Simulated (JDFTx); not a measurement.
# InAs under changes of volume

One of the cells (23.821 Å³/atom); the others are scaled copies at fixed shape and fractional positions:

```
In As
1.0
     0.00000    2.87730    2.87730
     2.87730    0.00000    2.87730
     2.87730    2.87730    0.00000
In As
1 1
Direct
  0.50000 0.50000 0.50000
  0.00000 0.00000 0.00000
```

Measurements of this composition are mostly on another form, of space group No. 216.

| Item | Value |
| --- | --- |
| Program | JDFTx 1.7.0 (patched build) |
| Functional | PBEsol |
| Potentials or basis | PseudoDojo-SR-PBEsol-0.4.1-standard with smoothed tails |
| Cutoff | 1143 eV |
| Density cutoff | 9143 eV |
| k mesh | 8 × 8 × 8 |
| Occupations | fermi-dirac, width 0.05 eV |
| Spin | no spin polarisation |

```tsv
volume (Å³/atom)	energy over the lowest point (meV/atom)	pressure (GPa)
22.392	0.14	0.8
22.868	0.00	-0.7
23.344	4.10	-2.0
23.821	11.93	-3.2
24.297	23.08	-4.2
24.774	?	?
25.250	53.80	-6.0
```

**Question.** What does the run at 24.774 Å³/atom give?

**Answer.** Energy over the lowest point 37.16 meV/atom; pressure -5.2 GPa.

Worked out: A Birch-Murnaghan fit of order 3 (a polynomial in V^(-2/3)) to the other rows has its minimum at 22.64 Å³/atom with B0 = V·E''(V) = 72 GPa and B' = 4.9. It gives 37.16 meV/atom at 24.774 Å³/atom, against the run's 37.16, and -dE/dV = -5.2 GPa, against -5.2.

Energies are extrapolated to zero smearing.
